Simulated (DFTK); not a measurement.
Runs of DFTK 0.8.2 on SnSe. It takes space group Fm-3m (No. 225, cubic). The conventional cell has a = 6.020 Å, b = 6.020 Å, c = 6.020 Å, α = 90.00°, β = 90.00°, γ = 90.00°. Sn (site symmetry m-3m) has 6 Se at 3.01 Å as nearest neighbours. Around Se (site symmetry m-3m) lie 6 Sn at 3.01 Å. Measurements of this composition are mostly on another form, of space group No. 62.

```tsv
task	level	potentials or basis	k mesh	cutoff (eV)	valence electrons	SCF solver	mesh quality	gap on the mesh (eV)	pressure (GPa)	V0 of scaled cells (Å³/atom)	B0 (GPa)
band structure	LDA	cp2k.nc.sr.lda.v0_1.largecore.gth (LDA, GTH)	8 × 8 × 8	599	Se 6, Sn 4	-	not flagged	(a)	-4.0	-	-
equation of state	RPBE	cp2k.nc.sr.pbe.v0_1.semicore.gth (PBE, GTH)	7 × 7 × 7	599	Se 6, Sn 4	-	not flagged	-	-	28.38	46
equation of state	PBEsol	dojo.nc.sr.pbesol.v0_4_1.standard.upf (PBEsol)	5 × 5 × 5	1170	Se 16, Sn 14	-	coarse	-	-	26.21	57
single point	PBE	dojo.nc.sr.pbe.v0_4_1.standard.upf (PBE)	8 × 8 × 8	1170	Se 16, Sn 14	-	not flagged	0.58	(b)	-	-
```

Alike in all rows: no spin polarisation; cell as given; smearing fermi-dirac 0.05 eV.

Task: Estimate the missing entries.

Result: (a) 0.61; (b) 0.9.

Caveats: some runs use coarse meshes; GTH potentials come without recommended cutoffs, and this one wasn't checked for convergence (some runs); spin-orbit coupling is left out, which moves the levels of the heavy elements (some runs); the potentials were made for another functional, which shifts forces and pressure (some runs).

A k mesh can miss the band edges, and the runs leave out spin-orbit coupling on Se, Sn.
